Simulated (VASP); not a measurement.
# BN (F-43m) in VASP: notebook, part 2 of 2

VASP 6.6.1. Earlier steps stand in the parts before.

## Step 3: G0W0 quasiparticle levels, PBE

Contents of POSCAR:

```
BN
1.0
    0.0000000000      1.8130010000      1.8130010000
    1.8130010000      0.0000000000      1.8130010000
    1.8130010000      1.8130010000      0.0000000000
N B
1 1
Direct
    0.2500000000      0.2500000000      0.2500000000
    0.0000000000      0.0000000000      0.0000000000
```

Contents of INCAR.step1:

```
SYSTEM = BN
ALGO = Normal ; EDIFF = 1E-8
ENCUT = 450 ; GGA = PE
ISMEAR = 0 ; LASPH = .TRUE.
LCHARG = .FALSE. ; LREAL = .FALSE.
LWAVE = .TRUE. ; NELM = 100
PREC = Accurate ; SIGMA = 0.01
```

Contents of INCAR.step2:

```
SYSTEM = BN
ALGO = Exact ; EDIFF = 1E-8
ENCUT = 450 ; GGA = PE
ISMEAR = 0 ; ISTART = 1
LASPH = .TRUE. ; LCHARG = .FALSE.
LOPTICS = .TRUE. ; LREAL = .FALSE.
LWAVE = .TRUE. ; NBANDS = 16
NELM = 1 ; PREC = Accurate
SIGMA = 0.01
```

Contents of INCAR.step3:

```
SYSTEM = BN
ALGO = EVGW0 ; EDIFF = 1E-8
ENCUT = 450 ; ENCUTGW = 50
GGA = PE ; ISMEAR = 0
ISTART = 1 ; LASPH = .TRUE.
LCHARG = .FALSE. ; LREAL = .FALSE.
LWAVE = .FALSE. ; NBANDS = 16
NBANDSGW = 12 ; NELMGW = 1
NOMEGA = 48 ; PREC = Accurate
PRECFOCK = Fast ; SIGMA = 0.01
```

Contents of KPOINTS:

```
k-points
0
G
  3 3 3
  0 0 0
```

Potentials or basis: VASP PAW PBE potentials, release 64 (N_GW, B_GW).

Started as:

```sh
cat potpaw_PBE.64/N_GW/POTCAR potpaw_PBE.64/B_GW/POTCAR > POTCAR
cp INCAR.step1 INCAR
mpirun -np 1 vasp_std > vasp.out
cp INCAR.step2 INCAR
mpirun -np 1 vasp_std > vasp.out
cp INCAR.step3 INCAR
mpirun -np 1 vasp_std > vasp.out
```

OUTCAR:

```text
SYSTEM = BN
   EDIFF = 1E-8
   ENCUT = 450
   ENCUTGW = 50
   GGA = PE
   ISMEAR = 0
   ISTART = 1
   LASPH = .TRUE.
   LREAL = .FALSE.
   NELMGW = 1
   PREC = Accurate
   PRECFOCK = Fast

 Found      4 irreducible k-points:

 Following reciprocal coordinates:
            Coordinates               Weight
  0.000000  0.000000  0.000000      1.000000
  0.333333  0.000000  0.000000      8.000000
  0.333333  0.333333  0.000000      6.000000
 -0.333333  0.333333  0.000000     12.000000
   k-points           NKPTS =      4   k-points in BZ     NKDIM =     27   number of bands    NBANDS=     16
   number of dos      NEDOS =    301   number of ions     NIONS =      2
   total plane-waves  NPLWV =   5832
   dimension x,y,z NGX =    18 NGY =   18 NGZ =   18
   dimension x,y,z NGXF=    36 NGYF=   36 NGZF=   36
   ions per type =               1   1
   NGX,Y,Z   is equivalent  to a cutoff of  11.67, 11.67, 11.67 a.u.
   NGXF,Y,Z  is equivalent  to a cutoff of  23.34, 23.34, 23.34 a.u.
 SYSTEM =  BN
   PREC   = accura    normal or accurate (medium, high low for compatibility)
   ISTART =      1    job   : 0-new  1-cont  2-samecut
   ICHARG =      0    charge: 1-file 2-atom 10-const
   ISPIN  =      1    spin polarized calculation?
   LNONCOLLINEAR =      F non collinear calculations
   LSORBIT =      F    spin-orbit coupling
   LASPH  =      T    aspherical Exc in radial PAW
   ENCUT  =  450.0 eV  33.07 Ry    5.75 a.u.   4.43  4.43  4.43*2*pi/ulx,y,z
   NELM   =     60;   NELMIN=  2; NELMDL=  0     # of ELM steps
   EDIFF  = 0.1E-07   stopping-criterion for ELM
   LREAL  =      F    real-space projection
   EDIFFG = 0.1E-06   stopping-criterion for IOM
   NSW    =      0    number of steps for IOM
   IBRION =     -1    ionic relax: 0-MD 1-quasi-New 2-CG
   NFREE  =      0    steps in history (QN), initial steepest desc. (CG)
   ISIF   =      0    stress and relaxation
   ISYM   =      3    0-nonsym 1-usesym 2-fastsym
   POTIM  = 0.5000    time-step for ionic-motion
   TEBEG  =    0.0;   TEEND  =   0.0 temperature during run
   PSTRESS=    0.0 pullay stress
   NELECT =       8.0000    total number of electrons
   NUPDOWN=      -1.0000    fix difference up-down
   EMIN   =  10.00;   EMAX   =-10.00  energy-range for DOS
   EFERMI =   0.00;   METHOD = LEGACY
   ISMEAR =     0;   SIGMA  =   0.01  broadening in eV -4-tet -1-fermi 0-gaus
   EFERMI_NEDOS =   21; number of points for ismear=-14 and -15
   IALGO  =     38    algorithm
   IMIX   =      4    mixing-type and parameters
     AMIX     =   0.40;   BMIX     =  1.00
     AMIX_MAG =   1.60;   BMIX_MAG =  1.00
  volume/ion in A,a.u.               =       5.96        40.22
  Fermi-wavevector in a.u.,A,eV,Ry     =   1.433387  2.708709 27.954506  2.054598
  Thomas-Fermi vector in A             =   2.552911
   LORBIT       =      0    0 simple, 1 ext, 2 COOP (PROOUT), +10 PAW based schemes
   GGA     = PE    functional components
   LHFCALC =     T    Hartree Fock is set to
   PRECFOCK=fast      Normal, Fast or Accurate (Low or Medium for compatibility)
   ENCUT4O =  -1.0   cutoff for four orbital integrals eV
   NKREDX  =     1    reduce k-point grid by
   NKREDY  =     1    reduce k-point grid by
   NKREDZ  =     1    reduce k-point grid by
   AEXX    =    1.0000 exact exchange contribution
   HFSCREEN=    0.0000 screening length (either q_TF or 0.3 A-1)
   HFSCREENC=   0.0000 screening length for correlation (either q_TF or 0.3 A-1)
   ENCUTFOCK=  -1.0 apply spherical cutoff to Coloumb kernel
   IVDW    =     0    specifies the selected vdW correction
   LEPSILON=     F    determine dielectric tensor
   LRPA    =     F    only Hartree local field effects (RPA)
   LRPAFORCE           =     F    calculate RPA forces
   ENCUTGW             =  50.0    cutoff for response function in eV
   ENCUTGWSOFT         =  40.0    soft cutoff for Coulomb kernel in GW response function in eV
   ENCUTLF             =  -1.0    cutoff for local field effects
   NELMGW              =     1    number of iterations in solving QP/BSE equation
   NELMHF              =     1    number of iterations in the inner HF iteration
   NKREDLFX            =     1    NKREDLFY  =   1   NKREDLFZ  =   1
 non-spin polarized calculation
 Gauss-broadening in eV      SIGMA  =   0.01
  energy-cutoff  :      450.00
  volume of cell :       11.92
 maximum number of plane-waves:       259
 NGX is ok and might be reduce to    18
  NGX = 12; NGY = 12; NGZ = 12
   NGX =  9   NGY =  9   NGZ =  9
 maximum number of plane-waves:        15
 NGX is ok and might be reduce to    10

 QP shifts <psi_nk| G(iteration)W_0 |psi_nk>: iteration 1
 for sc-GW calculations column KS-energies equals QP-energies in previous step
 and V_xc(KS)=  KS-energies - (<T + V_ion + V_H > + <T+V_H+V_ion>^1  + <V_x>^1)

 k-point   1 :       0.0000    0.0000    0.0000
  band No.  KS-energies  QP-energies   sigma(KS)   V_xc(KS)     V^pw_x(r,r')   Z            occupation Imag(sigma)

      1     -12.7045     -14.2954     -17.4590     -15.4437     -26.3915       0.7894       2.0000       1.5281
      2       7.4800       7.5178     -18.2135     -18.2590     -22.3910       0.8321       2.0000       0.1249
      3       7.4800       7.5178     -18.2135     -18.2590     -22.3910       0.8321       2.0000       0.1249
      4       7.4800       7.5178     -18.2135     -18.2590     -22.3910       0.8321       2.0000       0.1249
      5      16.1541      18.1561     -11.3439     -13.7408      -6.6858       0.8352       0.0000      -0.1283
      6      16.1541      18.1561     -11.3439     -13.7408      -6.6858       0.8352       0.0000      -0.1283
      7      16.1541      18.1561     -11.3439     -13.7408      -6.6858       0.8352       0.0000      -0.1283
      8      17.6446      19.2638     -13.4219     -15.3925      -8.0853       0.8217       0.0000      -0.1638
      9      31.9542      33.3129      -9.6816     -11.3463      -3.2201       0.8162       0.0000      -0.6494
     10      35.0433      37.2807     -10.5695     -13.2558      -5.3479       0.8329       0.0000      -0.5523
     11      35.0433      37.2807     -10.5695     -13.2558      -5.3479       0.8329       0.0000      -0.5523
     12      35.6373      37.1194      -9.1883     -10.9827      -2.9663       0.8260       0.0000      -0.8320

 k-point   2 :       0.3333    0.0000    0.0000
  band No.  KS-energies  QP-energies   sigma(KS)   V_xc(KS)     V^pw_x(r,r')   Z            occupation Imag(sigma)

      1     -10.1846     -11.6132     -17.8863     -16.0149     -26.2370       0.7634       2.0000       1.0851
      2      -0.3875      -1.2485     -16.6067     -15.5250     -21.8274       0.7959       2.0000       0.2315
      3       5.9144       5.7763     -17.6683     -17.5013     -21.9873       0.8265       2.0000       0.1347
      4       5.9144       5.7763     -17.6683     -17.5013     -21.9873       0.8265       2.0000       0.1347
      5      17.2083      18.8770     -12.4955     -14.5090      -7.5426       0.8287       0.0000      -0.1444
      6      17.9907      20.0896     -11.5681     -14.0980      -6.7171       0.8297       0.0000      -0.1447
      7      17.9907      20.0896     -11.5681     -14.0980      -6.7171       0.8297       0.0000      -0.1447
      8      21.8856      24.1812     -12.8659     -15.7170      -7.3366       0.8052       0.0000      -0.2234
      9      30.4998      31.9519      -9.6817     -11.4642      -3.4614       0.8146       0.0000      -0.5294
     10      31.6850      33.5662     -10.2683     -12.5356      -4.6660       0.8297       0.0000      -0.5049
     11      31.6850      33.5662     -10.2683     -12.5356      -4.6660       0.8297       0.0000      -0.5049
     12      34.8352      36.9542     -10.3214     -12.9790      -3.5467       0.7973       0.0000      -0.8638

 k-point   3 :       0.3333    0.3333    0.0000
  band No.  KS-energies  QP-energies   sigma(KS)   V_xc(KS)     V^pw_x(r,r')   Z            occupation Imag(sigma)

      1      -9.3669     -10.7755     -18.0286     -16.1938     -26.1623       0.7677       2.0000       0.9727
      2       1.4101       0.6604     -17.4663     -16.5363     -22.5282       0.8061       2.0000       0.1934
      3       3.4490       3.0227     -17.0063     -16.4851     -21.6274       0.8178       2.0000       0.1602
      4       3.4490       3.0227     -17.0063     -16.4851     -21.6274       0.8178       2.0000       0.1602
      5      13.0634      14.3169     -11.2574     -12.7460      -6.7471       0.8421       0.0000      -0.1162
      6      17.6331      19.1053     -11.1648     -12.9241      -6.3551       0.8368       0.0000      -0.1375
      7      22.8744      25.5592     -12.4904     -15.8195      -6.8812       0.8064       0.0000      -0.2366
      8      22.8744      25.5592     -12.4904     -15.8195      -6.8812       0.8064       0.0000      -0.2366
      9      26.5646      28.8278     -12.6503     -15.4596      -6.7446       0.8056       0.0000      -0.3417
     10      34.6302      36.8647     -10.3375     -13.1424      -3.4910       0.7966       0.0000      -0.8443
     11      40.0725      42.6209     -10.2976     -13.3029      -4.8202       0.8479       0.0000      -1.0250
     12      42.6797      44.8327      -9.5095     -12.1199      -3.0257       0.8248       0.0000      -1.2592

 k-point   4 :      -0.3333    0.3333    0.0000
  band No.  KS-energies  QP-energies   sigma(KS)   V_xc(KS)     V^pw_x(r,r')   Z            occupation Imag(sigma)

      1      -7.3843      -8.7633     -19.0233     -17.2314     -26.7577       0.7696       2.0000       0.7427
      2      -0.9236      -1.7837     -16.0776     -14.9926     -21.3312       0.7927       2.0000       0.2462
      3       0.1065      -0.6872     -16.3877     -15.3973     -21.5376       0.8014       2.0000       0.2187
      4       3.9902       3.6367     -17.1470     -16.7145     -21.7092       0.8172       2.0000       0.1542
      5      15.2084      16.6090     -11.4157     -13.0861      -6.8133       0.8385       0.0000      -0.1253
      6      21.7399      24.0369     -13.1526     -15.9843      -7.8310       0.8112       0.0000      -0.2043
      7      21.9107      24.4623     -12.1885     -15.3419      -6.6763       0.8092       0.0000      -0.2181
      8      23.3440      25.8408     -12.3999     -15.5300      -6.4707       0.7977       0.0000      -0.2710
      9      25.4984      27.3710     -11.0754     -13.3611      -5.6086       0.8193       0.0000      -0.2586
     10      32.3255      34.1695     -10.1474     -12.3564      -4.7162       0.8347       0.0000      -0.4950
     11      34.0402      36.6017     -10.9871     -14.2195      -4.1780       0.7925       0.0000      -0.7681
     12      42.0541      44.0966      -9.1363     -11.5505      -2.9540       0.8461       0.0000      -1.2679
```

It took 5.1 s on 1 thread of Intel Xeon Platinum 8488C (Sapphire Rapids), shared host; peak memory 0.11 GiB.

These settings aren't checked as converged: the numbers below hold their error.

Results:

```
Band gap on the k mesh, mean-field level : 5.58 eV, indirect (least direct gap 8.67 eV)
Quasiparticle gap                        : 6.80 eV
Least direct quasiparticle gap           : 10.64 eV
```

Caveat: the k mesh is coarse (spacing up to 1.00 Å⁻¹), so the values aren't converged; the cutoff is under 1.25 times the usual one of these potentials, so pressure, stress and relaxed cells hold a basis-set (Pulay) error; bands, screening cutoff and mesh are small and nothing is extrapolated, so the quasiparticle values aren't converged; an odd mesh through Γ misses points on the zone boundary, where band edges often lie.

## Step 4: The reference run

An earlier run on the cell as given: functional PBEsol; potentials or basis VASP PAW PBE potentials, release 64 (N, B); cutoff 520 eV; k mesh 13 × 13 × 13; occupations fermi-dirac, width 0.05 eV; no spin polarisation.

- Pressure: -5.7 GPa
- Band gap on the k mesh: 4.34 eV, indirect (least direct gap 8.72 eV)
